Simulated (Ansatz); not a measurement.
**Nb: element swaps in one structure**

One table from this session's results is given with a row withheld; the runs are named, their logs left out.

Method: DFT r2SCAN, scalar-relativistic, plane waves, PAW, in Ansatz 0.2.0.

## The starting structure

The structure is cubic, space group Im-3m (No. 229). The conventional cell has a = 3.305 Å, b = 3.305 Å, c = 3.305 Å, α = 90.00°, β = 90.00°, γ = 90.00°. Around Nb (site symmetry m-3m) lie 8 Nb at 2.86 Å.

As a file:

```
CELL_PARAMETERS angstrom
-1.65228 1.65228 1.65228
1.65228 -1.65228 1.65228
1.65228 1.65228 -1.65228
ATOMIC_POSITIONS crystal
Nb 0.00000 0.00000 0.00000
```

It goes back to an entry of the Materials Project.

This cell was relaxed beforehand with the same method: volume 18.04 Å³/atom, gap on the mesh none (metal).

Set-up of the first run:

Contents of input.yaml:

```yaml
crystal:
  lattice:
    - [-1.5748944904, 1.5748944904, 1.5748944904]
    - [1.5748944904, -1.5748944904, 1.5748944904]
    - [1.5748944904, 1.5748944904, -1.5748944904]
  atoms:
    - { symbol: V, position: [0.0, 0.0, 0.0], spin: 2.0 }
basis:
  ecutwfc: 500
kpoints:
  mp_grid: { grid: [8, 8, 8] }
hamiltonian:
  xc: r2scan
scf:
  occupations: { method: gaussian, width: 0.1 }
  lower_state_search: "off"
output:
  forces: true
  stress: true
  eigenvalues: true
  populations: true
magnetization:
  spin_polarized: true
```

Launch:

```
> ansatz run input.yaml --threads 1 --pin off --max-ram 1331MiB --backend cpu --events-out ev --progress --plain --runs-dir out
```

Steps of the session up to this table: Probe: one point at the start (V); Coarse relaxation (V); Relaxing cell and atoms (V); Probe: one point at the start (Zr); Coarse relaxation (Zr); Full relaxation (Zr).

One table of the session follows, with a row left open; its other results are not shown here.

It belongs to the step «The crystals compared». Lengths are those of the vectors of the cell that was run:

| swap | volume (Å³/atom) | a (Å) | b (Å) | c (Å) |
| --- | --- | --- | --- | --- |
| none | 18.04 | 2.862 | 2.862 | 2.862 |
| Nb → Sb | 26.98 | 3.273 | 3.273 | 3.273 |
| Nb → V | 13.27 | 2.583 | 2.583 | 2.583 |
| Nb → Zr | ? | ? | ? | ? |

Estimate the missing values for Nb → Zr.

As computed: volume (Å³/atom): 22.98; a (Å): 3.102; b (Å): 3.102; c (Å): 3.102. In the column «volume (Å³/atom)» it lies between none (18.04) and Nb → Sb (26.98).

Lengths are those of the computed cell. Rows of earlier swaps come from the sessions before.

Limits of these values: The magnetic state reached may not be the lowest one. Warnings in the runs' records: seeded moment not kept, stability check not made.
